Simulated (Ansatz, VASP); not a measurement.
## One calculation of Ni, two programs

```
Ni
1.0
     2.79691    0.00000    0.00000
     0.00000    2.79691    0.00000
     0.00000    0.00000    2.79691
Ni
2
Direct
  0.00000 0.00000 0.00000
  0.50000 0.50000 0.50000
```

The cell was built by a generator and needn't be a form met in nature.

Alike in both runs: task relaxation of cell and atoms; functional RPBE; k mesh 11 × 11 × 11; occupations fermi-dirac, width 0.05 eV; collinear spin.

|  | VASP | Ansatz |
| --- | --- | --- |
| version | VASP 6.6.1 | Ansatz 0.2.0 |
| potentials or method | VASP PAW PBE potentials, release 64 (Ni) | plane waves (420 eV) with PAW, scalar-relativistic |
| plane-wave cutoff (eV) | 600 | 420 |
| valence electrons in the cell | 20 | 36 |

VASP gave:

```
net moment per atom (μB)                                     : 0.00
relaxed volume (Å³/atom)                                     : 11.22
relaxed cell length with the largest relative difference (Å) : 2.820
energy change over the relaxation (meV/atom)                 : -4
```

Problem. Which values does Ansatz return?

Solution. net moment per atom (μB): 0.00; relaxed volume (Å³/atom): 11.21; relaxed cell length with the largest relative difference (Å): 2.820; energy change over the relaxation (meV/atom): -4.

The two sets of potentials don't hold the same shells in valence. Ansatz warned: «seeded_moment_not_kept».

Caveats: the PAW data sets were made with another functional, which shifts forces and pressure a little (VASP).
